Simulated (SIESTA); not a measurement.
HgTe (Coloradoite):

```xyz
2
Lattice="0.0000 3.2145 3.2145 3.2145 0.0000 3.2145 3.2145 3.2145 0.0000" Properties=species:S:1:pos:R:3 pbc="T T T"
Hg    0.0000    0.0000    0.0000
Te    4.8217    4.8217    4.8217
```

Base run:

| Property | Result |
| --- | --- |
| Program | SIESTA 5.4.2 |
| Functional | VV10 |
| Potentials or basis | PseudoDojo 0.4 standard (PBE files) |
| Basis | DZP (energy shift 0.003 Ry; two zetas on semicore shells) |
| Grid cutoff | 800 Ry |
| Energy shift | 0.003 Ry |
| k mesh | 7 × 7 × 7 |
| Occupations | fermi-dirac, width 0.05 eV |
| Spin | no spin polarisation |

Its results: band gap on the k mesh none (metal or under the smearing width); pressure 5.6 GPa.

Task: The run is repeated on the same cell with these changes: functional from VV10 to vdW-DF-C09. What comes out?

Result: Band gap on the k mesh none (metal or under the smearing width); pressure 2.8 GPa.

Caveats: short orbitals over semicore shells can move pressures by several GPa; the valence orbitals were made in a potential fitted to the semicore shell under them, which widens gaps by tenths of an eV or more; the potentials were made for another functional, which shifts forces and pressure; spin-orbit coupling is left out, which moves the levels of the heavy elements; the basis of atomic orbitals isn't converged, which shifts pressures, moduli and gaps; the non-local part is tabulated coarsely and may be off by about a percent (some runs).
